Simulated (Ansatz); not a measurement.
The system is InP.

```
CELL_PARAMETERS angstrom
0.00000 2.93050 2.93050
2.93050 0.00000 2.93050
2.93050 2.93050 0.00000
ATOMIC_POSITIONS crystal
In 0.00000 0.00000 0.00000
P 0.75000 0.75000 0.75000
```

Base run:

* Program: Ansatz 0.2.0
* Functional: PBE
* Potentials or basis: all-electron LAPW, relativistic spinors
* Cutoff: 245 eV (chosen from the basis error)
* Basis error allowed: 0.001 eV/atom
* k mesh: 6 × 6 × 6
* Occupations: fermi-dirac, width 0.05 eV
* Spin: spin-orbit coupling, no magnetisation

Its results: band gap on the k mesh 0.68 eV, direct; pressure 3.3 GPa.

Q: The run is repeated on the same cell with these changes: functional from PBE to LDA. What comes out?

A: Band gap on the k mesh 0.45 eV, direct; pressure -1.3 GPa.

LDA binds more tightly than PBE, so the same cell stands under less pressure.
